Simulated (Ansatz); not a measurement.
Pt in Ansatz: the effect of functional

Pt:

```xyz
2
Lattice="2.7043 0.0000 0.0000 -1.3522 2.3420 0.0000 0.0000 0.0000 4.6943" Properties=species:S:1:pos:R:3 pbc="T T T"
Pt    0.0000    1.5613    1.1736
Pt    1.3522    0.7807    3.5207
```

This isn't the form of Pt at room conditions, which is fcc.

The cell isn't the ideal one: volume scaled by 0.94.

Alike in all runs:

```yaml
Program: Ansatz 0.2.0
Task: single point
Potentials_or_basis: Ansatz PAW
k_mesh: 11 × 11 × 6
Occupations: fermi-dirac, width 0.05 eV
Spin: no spin polarisation
```

| functional | cutoff | pressure (GPa) |
| --- | --- | --- |
| LDA | 420 eV (not typed: the program's choice for these potentials) | 0.2 |
| PBEsol | 420 eV (not typed: the program's choice for these potentials) | 5.8 |
| r2SCAN | 500 eV (not typed: the program's choice for these potentials) | ? |

What does the run with functional r2SCAN give?

Pressure 10.8 GPa.

Caveats: the PAW data sets come from PBE, with cores solved anew for the run's functional, which leaves a small shift of forces and pressure.
